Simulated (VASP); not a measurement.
Calculation: PBE GGA with D3 dispersion (Becke-Johnson damping), VASP's PBE PAW potentials (set 64) (plane waves; VASP).

The input files of a VASP run:

### KPOINTS
```
Automatic
0
Gamma
 9 9 9
```

### INCAR
```
SYSTEM  =  Li2O
PREC  =  Accurate; ENCUT  =  520; LREAL  =  .FALSE.
LASPH  =  .TRUE.
EDIFF  =  1E-7; NELM  =  100; ALGO  =  Normal
ISMEAR  =  -5
GGA  =  PE; IVDW  =  12
ISIF  =  2
LWAVE  =  .FALSE.; LCHARG  =  .TRUE.; LORBIT  =  11
NEDOS  =  601
LEFG  =  .TRUE.
```

POSCAR:
```
Li2O
1
    0.0000000000     2.2666957412     2.2666957412
    2.2666957412     0.0000000000     2.2666957412
    2.2666957412     2.2666957412     0.0000000000
Li O
2 1
Direct
  0.2500000000   0.2500000000   0.2500000000
  0.7500000000   0.7500000000   0.7500000000
  0.0000000000   0.0000000000   0.0000000000
```

POTCAR, in this order: Li_sv O (PBE.64 set). Program: vasp_std.

The run wrote:

OSZICAR:
```
       N       E                     dE             d eps       ncg     rms          rms(c)
DAV:   1     0.391614029167E+02    0.39161E+02   -0.63786E+03   700   0.131E+03
DAV:   2    -0.113081151637E+02   -0.50470E+02   -0.49135E+02   806   0.239E+02
DAV:   3    -0.160711505427E+02   -0.47630E+01   -0.47456E+01  1284   0.594E+01
DAV:   4    -0.161115739451E+02   -0.40423E-01   -0.40391E-01   920   0.697E+00
DAV:   5    -0.161117670405E+02   -0.19310E-03   -0.19303E-03  1028   0.410E-01    0.753E+00
DAV:   6    -0.143408740420E+02    0.17709E+01   -0.94492E+00   704   0.199E+01    0.278E+00
DAV:   7    -0.143194967965E+02    0.21377E-01   -0.20113E-01   786   0.397E+00    0.148E+00
DAV:   8    -0.143205708370E+02   -0.10740E-02   -0.57226E-02   854   0.298E+00    0.351E-01
DAV:   9    -0.143195043702E+02    0.10665E-02   -0.71134E-03   906   0.780E-01    0.107E-01
DAV:  10    -0.143199450991E+02   -0.44073E-03   -0.88791E-04   758   0.254E-01    0.470E-02
DAV:  11    -0.143199304406E+02    0.14658E-04   -0.38504E-05   910   0.811E-02    0.110E-02
DAV:  12    -0.143199313230E+02   -0.88237E-06   -0.46740E-06   860   0.231E-02    0.278E-03
DAV:  13    -0.143199313875E+02   -0.64488E-07   -0.67468E-07   870   0.924E-03
   1 F= -.15159927E+02 E0= -.15159927E+02  d E =0.000000E+00
```

OUTCAR:
```
------------------------ aborting loop because EDIFF is reached ----------------------------------------
 Edisp (eV)   -0.84000
  FORCE on cell =-STRESS in cart. coord.  units (eV):
  Direction    XX          YY          ZZ          XY          YZ          ZX
  --------------------------------------------------------------------------------------
  Total      -0.05670    -0.05670    -0.05670    -0.00000     0.00000     0.00000
  in kB      -3.90013    -3.90013    -3.90013    -0.00000     0.00000     0.00000
  external pressure =       -3.90 kB  Pullay stress =        0.00 kB
  volume of cell :       23.29
      direct lattice vectors                 reciprocal lattice vectors
     0.000000000  2.266695741  2.266695741    -0.220585406  0.220585406  0.220585406
     2.266695741  0.000000000  2.266695741     0.220585406 -0.220585406  0.220585406
     2.266695741  2.266695741  0.000000000     0.220585406  0.220585406 -0.220585406
 POSITION                                       TOTAL-FORCE (eV/Angst)
 -----------------------------------------------------------------------------------
      1.13335      1.13335      1.13335         0.000000      0.000000      0.000000
      3.40004      3.40004      3.40004        -0.000000     -0.000000     -0.000000
      0.00000      0.00000      0.00000         0.000000      0.000000      0.000000
 -----------------------------------------------------------------------------------
    total drift:                               -0.000000      0.000000      0.000000
  FREE ENERGIE OF THE ION-ELECTRON SYSTEM (eV)
  ---------------------------------------------------
  free  energy   TOTEN  =       -15.1599271044 eV

  energy  without entropy=      -15.1599271044  energy(sigma->0) =      -15.15992710

 total charge

# of ion       s       p       d       tot
------------------------------------------
    1        2.040   0.091   0.000   2.131
    2        2.040   0.091   0.000   2.131
    3        1.535   3.524   0.000   5.059
--------------------------------------------------
tot          5.614   3.707   0.000   9.321

 Electric field gradients after diagonalization (V/A^2)
 (convention: |V_zz| > |V_xx| > |V_yy|)
----------------------------------------------------------------------
 ion       V_xx      V_yy      V_zz     asymmetry (V_yy - V_xx)/ V_zz
----------------------------------------------------------------------
   1      -0.005    -0.005     0.011       0.000
   2      -0.005    -0.005     0.011       0.000
   3      -0.002    -0.002     0.004       0.000
```
(Selected blocks of OUTCAR.)

The compound is Li2O in the antifluorite structure. It was relaxed first, which changed the volume by -6 %.
